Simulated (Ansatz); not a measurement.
# ZnO: the cost of one run

All numbers below are computed with Ansatz 0.2.0 (DFT PBE, scalar-relativistic, plane waves, PAW).

5 further runs of the same task are left out: 1 that didn't finish, 4 set aside as unsound or not needed. Runs told in other sessions of the task aren't counted.

## 1. Starting point

The cell holds 36 atoms (EuO18Zn17): a = 7.764 Å, b = 7.764 Å, c = 7.764 Å, α = 78.63°, β = 78.63°, γ = 78.63°.

The coordinates of this cell stand in the input of its own run.

The host was relaxed before at PBE: a = 3.279 Å, b = 3.279 Å, c = 5.293 Å, α = 90.00°, β = 90.00°, γ = 120.00° (conventional cell), 12.325 Å³/atom.

Places, in fractions of the supercell: Eu in place of Zn at (0.278, 0.278, 0.944). The start keeps the symmetry of the ideal site.

## 2. Band edges of the host over the zone

Contents of input.yaml:

```yaml
crystal:
  lattice:
    - [3.279387499, 0.0, 0.0]
    - [-1.6396937495, 2.840032883, 0.0]
    - [0.0, 0.0, 5.2931776347]
  atoms:
    - { symbol: Zn, position: [0.6666666667, 0.3333333333, 0.5006021952] }
    - { symbol: Zn, position: [0.3333333333, 0.6666666667, 0.0006021952] }
    - { symbol: O, position: [0.6666666667, 0.3333333333, 0.8797078048] }
    - { symbol: O, position: [0.3333333333, 0.6666666667, 0.3797078048] }
basis:
  ecutwfc: 420
  xc_grid: 2
kpoints:
  mp_grid: { grid: [9, 9, 6] }
  band_path: { path: [VBM, CBM], npoints: 2 }
hamiltonian:
  xc: pbe
scf:
  occupations: { method: gaussian, width: 0.02 }
output:
  forces: true
  stress: true
  eigenvalues: true
```

On the command line:

```sh
> ansatz run input.yaml --threads 8 --pin off --max-ram 16384MiB --backend cpu --events-out ev --progress --plain --runs-dir out
```

**Question.** How long does this run take on 8 threads of Intel Xeon at 2.50GHz (Skylake/Cascade Lake), shared host, and how much memory does it need?

About 4.2 s, with a peak of 0.48 GiB.
